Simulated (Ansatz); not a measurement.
**A trial form of PbS**

Theory: DFT PBE, scalar-relativistic, plane waves, PAW (Ansatz). Cutoff 420 eV, Gaussian smearing, Γ-centred meshes. Cell and atoms relax first on a coarse mesh and then on a converged one. In between, the cell is made exact in the group found at 0.06 Å. The steps can't lower the symmetry of their start. No spin polarisation.

The cell of PbS is invented: close-packed anion layers stacked AB, with sites between them filled layer by layer (P6_3mc, No. 186) (elements of the layers in order: S S). Lengths were set from tabulated atomic sizes, so they are only a guess.

```cif
data_structure
_symmetry_space_group_name_H-M 'P6_3mc'
_symmetry_Int_Tables_number 186
_cell_length_a 4.5030
_cell_length_b 4.5030
_cell_length_c 7.4088
_cell_angle_alpha 90.000
_cell_angle_beta 90.000
_cell_angle_gamma 120.000
_cell_volume 130.10
loop_
_atom_site_label
_atom_site_type_symbol
_atom_site_symmetry_multiplicity
_atom_site_Wyckoff_symbol
_atom_site_fract_x
_atom_site_fract_y
_atom_site_fract_z
_atom_site_occupancy
Pb1 Pb 2 b 0.33333 0.66667 0.37313 1
S1 S 2 b 0.33333 0.66667 0.00000 1
```

The zero of energy is the elements' standard structures at the same level; no fitted shifts are applied.

Task: What does it relax into?

Result: The symmetry goes from P6_3mc (No. 186) to P6_3/mmc (No. 194). The volume per atom grows by 1.5 %, from 32.5 to 33.0 Å³. The shortest distance goes from 2.76 Å (Pb–S) to 2.90 Å (Pb–S). The energy falls by about 0.12 eV/atom (the start's value is from the coarse mesh). The end is written in a standard setting, so origin, axes and order of atoms can differ from the start's. Conventional cell: a = 5.031 Å, c = 6.022 Å. Pb has 5 S at 2.90–3.01 Å; around S lie 5 Pb at 2.90–3.01 Å.

```
Pb S
1.0
     5.03124    0.00000    0.00000
    -2.51562    4.35719    0.00000
     0.00000    0.00000    6.02195
Pb S
2 2
Direct
  0.33333 0.66667 0.25000
  0.66667 0.33333 0.75000
  0.33333 0.66667 0.75000
  0.66667 0.33333 0.25000
```

Task: How does it come out in energy, and is it a metal?

Result:

| Quantity | Value |
| --- | --- |
| Energy over the elements | −0.475 eV/atom |
| Gap on the 6×6×6 mesh of the 4-atom cell | 1.45 eV |

A negative formation energy is needed for stability but isn't enough: competing phases decide.

The last run used Gaussian smearing of 0.02 eV. Spin–orbit coupling, which can matter for Pb, is left out. Kohn–Sham gaps at this level usually fall short of measured ones. The missing spin–orbit coupling can work the other way here. The reference form of S is held partly by dispersion forces, which this level lacks. Symmetry constrained the relaxation, so the result can be a saddle point. In all, the 3 runs took 4.2 min on 1 thread of Intel(R) Xeon(R) Processor @ 2.50GHz (Skylake/Cascade Lake), on a shared host.
